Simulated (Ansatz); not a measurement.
# BN: the cost of one run

Method: DFT PBE, scalar-relativistic, plane waves, PAW, in Ansatz 0.2.0.

## Step 1: The system as given

It takes space group P6_3mc (No. 186, hexagonal). Conventional cell: a = 2.554 Å, b = 2.554 Å, c = 4.227 Å, α = 90.00°, β = 90.00°, γ = 120.00°. B (site symmetry 3m) is surrounded by 4 N at 1.57 to 1.58 Å. N (site symmetry 3m) is surrounded by 4 B at 1.57 to 1.58 Å.

Structure file:

```cif
data_structure
_symmetry_space_group_name_H-M 'P6_3mc'
_symmetry_Int_Tables_number 186
_cell_length_a 2.5539
_cell_length_b 2.5539
_cell_length_c 4.2269
_cell_angle_alpha 90.000
_cell_angle_beta 90.000
_cell_angle_gamma 120.000
_cell_volume 23.88
loop_
_atom_site_label
_atom_site_type_symbol
_atom_site_symmetry_multiplicity
_atom_site_Wyckoff_symbol
_atom_site_fract_x
_atom_site_fract_y
_atom_site_fract_z
_atom_site_occupancy
B1 B 2 b 0.33333 0.66667 0.00028 1
N1 N 2 b 0.33333 0.66667 0.37472 1
```

The runs take a perfect supercell of 48 atoms; the defect goes to fractional position (0.854, 0.521, 0.000).

## Step 2: The perfect supercell

File input.yaml:

```yaml
crystal:
  lattice:
    - [-3.830909, 2.211777, -4.226855]
    - [3.830909, -2.211777, -4.226855]
    - [-3.830909, -6.63533, 4.226855]
  atoms:
    - { symbol: B, position: [0.666805, 0.333471, 0.0] }
    - { symbol: B, position: [0.166805, 0.833471, 0.0] }
    - { symbol: B, position: [0.833472, 0.000138, 0.833333] }
    - { symbol: B, position: [0.333472, 0.500138, 0.833333] }
    - { symbol: B, position: [0.000138, 0.666804, 0.666667] }
    - { symbol: B, position: [0.500138, 0.166804, 0.666667] }
    - { symbol: B, position: [0.166805, 0.333471, 0.5] }
    - { symbol: B, position: [0.666805, 0.833471, 0.5] }
    - { symbol: B, position: [0.333472, 0.000138, 0.333333] }
    - { symbol: B, position: [0.833472, 0.500138, 0.333333] }
    - { symbol: B, position: [0.500138, 0.666804, 0.166667] }
    - { symbol: B, position: [0.000138, 0.166804, 0.166667] }
    - { symbol: B, position: [0.583471, 0.916805, 0.0] }
    - { symbol: B, position: [0.083471, 0.416805, 0.0] }
    - { symbol: B, position: [0.750138, 0.583472, 0.833333] }
    - { symbol: B, position: [0.250138, 0.083472, 0.833333] }
    - { symbol: B, position: [0.916804, 0.250138, 0.666667] }
    - { symbol: B, position: [0.416804, 0.750138, 0.666667] }
    - { symbol: B, position: [0.083471, 0.916805, 0.5] }
    - { symbol: B, position: [0.583471, 0.416805, 0.5] }
    - { symbol: B, position: [0.250138, 0.583472, 0.333333] }
    - { symbol: B, position: [0.750138, 0.083472, 0.333333] }
    - { symbol: B, position: [0.416804, 0.250138, 0.166667] }
    - { symbol: B, position: [0.916804, 0.750138, 0.166667] }
    - { symbol: "N", position: [0.854029, 0.520695, 0.0] }
    - { symbol: "N", position: [0.354029, 0.020695, 0.0] }
    - { symbol: "N", position: [0.020696, 0.187362, 0.833333] }
    - { symbol: "N", position: [0.520696, 0.687362, 0.833333] }
    - { symbol: "N", position: [0.187362, 0.854028, 0.666667] }
    - { symbol: "N", position: [0.687362, 0.354028, 0.666667] }
    - { symbol: "N", position: [0.354029, 0.520695, 0.5] }
    - { symbol: "N", position: [0.854029, 0.020695, 0.5] }
    - { symbol: "N", position: [0.520696, 0.187362, 0.333333] }
    - { symbol: "N", position: [0.020696, 0.687362, 0.333333] }
    - { symbol: "N", position: [0.687362, 0.854028, 0.166667] }
    - { symbol: "N", position: [0.187362, 0.354028, 0.166667] }
    - { symbol: "N", position: [0.770695, 0.104029, 0.0] }
    - { symbol: "N", position: [0.270695, 0.604029, 0.0] }
    - { symbol: "N", position: [0.937362, 0.770696, 0.833333] }
    - { symbol: "N", position: [0.437362, 0.270696, 0.833333] }
    - { symbol: "N", position: [0.104028, 0.437362, 0.666667] }
    - { symbol: "N", position: [0.604028, 0.937362, 0.666667] }
    - { symbol: "N", position: [0.270695, 0.104029, 0.5] }
    - { symbol: "N", position: [0.770695, 0.604029, 0.5] }
    - { symbol: "N", position: [0.437362, 0.770696, 0.333333] }
    - { symbol: "N", position: [0.937362, 0.270696, 0.333333] }
    - { symbol: "N", position: [0.604028, 0.437362, 0.166667] }
    - { symbol: "N", position: [0.104028, 0.937362, 0.166667] }
basis:
  ecutwfc: 420
  fft_grid_basis: typed
kpoints:
  mp_grid: { grid: [2, 2, 2] }
hamiltonian:
  xc: pbe
  pseudopotentials: { kind: paw }
scf:
  occupations: { method: gaussian, width: 0.05 }
output:
  forces: true
  stress: false
  eigenvalues: true
  bader: false
  write_density: true
  volumetric_format: npy
```

Command:

```sh
$ ansatz run input.yaml --threads 4 --pin off --max-ram 10240MiB --backend cpu --events-out ev --progress --plain --runs-dir out
```

What time and memory should one allow on 4 threads of Arm Neoverse V2, shared host?

About 2.4 s, with a peak of 1.1 GiB.
